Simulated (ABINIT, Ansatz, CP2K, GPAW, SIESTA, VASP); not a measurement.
## MgB2: programs and potentials compared

```
Mg B
1.0
     3.08500    0.00000    0.00000
    -1.54250    2.67169    0.00000
     0.00000    0.00000    3.52300
Mg B
1 2
Direct
  0.00000 0.00000 0.00000
  0.66667 0.33333 0.50000
  0.33333 0.66667 0.50000
```

Alike in all runs: task single point; functional PBEsol; k mesh 10 × 10 × 8; occupations fermi-dirac, width 0.05 eV; no spin polarisation; no spin-orbit coupling. Pressure is positive in compression and, in plane waves, holds the error of the finite cutoff.

```tsv
program and potentials	plane-wave cutoff (eV)	notes	pressure (GPa)
ABINIT, PseudoDojo NC SR PBEsol v0.4.1 standard	1143	5.33 valence electrons an atom on average	-2.65
Ansatz, all-electron LAPW, scalar-relativistic	-	-	-3.06
CP2K, POTENTIAL_UZH Mg GTH-PBE-q10, B GTH-PBE-q3; TZVP-MOLOPT-PBE-GTH basis	-	atomic basis; potentials made for PBE; 5.33 valence electrons an atom on average	-0.93
SIESTA, files PseudoDojo sr-pbesol-0.4.1-standard, DZP (energy shift 0.003 Ry; two zetas on semicore shells)	-	atomic basis; 5.33 valence electrons an atom on average	2.39
GPAW, PAW data sets generated for this functional	800	5.33 valence electrons an atom on average	-3.06
VASP, PBE PAW files B, Mg, 520 eV	520	potentials made for PBE; 2.67 valence electrons an atom on average	-3.04
```

The pressure spans -3.06 (GPAW, PAW data sets generated for this functional) to 2.39 GPa (SIESTA, files PseudoDojo sr-pbesol-0.4.1-standard, DZP (energy shift 0.003 Ry; two zetas on semicore shells)), with all-electron results at -3.06. Rows in atomic bases carry the error of their basis and grid, which can be large.

The functional is the same throughout but for its coding, so the spread measures potentials, basis and numerics; runs on potential files found faulty are left out.
